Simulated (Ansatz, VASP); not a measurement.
# Two plane-wave programs on Br

File INCAR:

```
PREC = Accurate ; ENCUT = 520
EDIFF = 1E-6 ; ISMEAR = -1
SIGMA = 0.05 ; LREAL = F
LASPH = T ; NELM = 60
ALGO = Normal ; ISIF = 2
LWAVE = F ; LCHARG = F
GGA = PE ; NBANDS = 22
```

File KPOINTS:

```
Automatic mesh
0
Gamma
  7 7 3
```

File POSCAR:

```
Br
1.0
    3.3855238279     -2.3379315741      0.0000000000
    3.3855238279      2.3379315741      0.0000000000
    0.0000000000      0.0000000000      8.7599328054
Br
4
Direct
    0.3651000000      0.6349000000      0.3901000000
    0.1349000000      0.8651000000      0.8901000000
    0.6349000000      0.3651000000      0.6099000000
    0.8651000000      0.1349000000      0.1099000000
```

The input input.yaml:

```yaml
crystal:
  lattice:
    - [3.3855238279, -2.3379315741, 0.0]
    - [3.3855238279, 2.3379315741, 0.0]
    - [0.0, 0.0, 8.7599328054]
  atoms:
    - { symbol: Br, position: [0.3651, 0.6349, 0.3901] }
    - { symbol: Br, position: [0.1349, 0.8651, 0.8901] }
    - { symbol: Br, position: [0.6349, 0.3651, 0.6099] }
    - { symbol: Br, position: [0.8651, 0.1349, 0.1099] }
hamiltonian:
  xc: pbe
  pseudopotentials: { kind: paw }
kpoints:
  mp_grid: { grid: [7, 7, 3] }
scf:
  occupations: { method: fermi_dirac, width: 0.05 }
output:
  forces: true
  stress: true
  eigenvalues: true
  write_density: true
  write_potential: true
  elf: true
  volumetric_format: npy
```

Alike in both runs: task single point; functional PBE; k mesh 7 × 7 × 3; occupations fermi-dirac, width 0.05 eV; no spin polarisation.

```csv
,VASP,Ansatz
version,VASP 6.6.1,Ansatz 0.2.0
potentials or method,"VASP PAW PBE potentials, release 64 (Br)",Ansatz PAW
plane-wave cutoff (eV),520,420
valence electrons in the cell,28,28
```

Ansatz gave:

```
gap on the k mesh at the Fermi level (eV)       : 1.84
least direct gap on the mesh (eV)               : 1.86
pressure (GPa)                                  : 1.2
largest component of the traceless stress (GPa) : 0.66
rms of the force components (eV/Å)              : 0.374
```

Problem. What did VASP give for the same quantities?

Solution. gap on the k mesh at the Fermi level (eV): 1.84; least direct gap on the mesh (eV): 1.86; pressure (GPa): 1.3; largest component of the traceless stress (GPa): 0.68; rms of the force components (eV/Å): 0.380.

Atom by atom the forces differ by 0.006 eV/Å (rms over components).

Caveats: an odd mesh through Γ misses points on the zone boundary, where band edges often lie (VASP); odd divisions of the mesh miss points on the zone boundary, where band edges often lie, so the gap on the mesh can be too wide (Ansatz). Expect the measured gap to be larger: semilocal functionals such as PBE lack the derivative discontinuity.
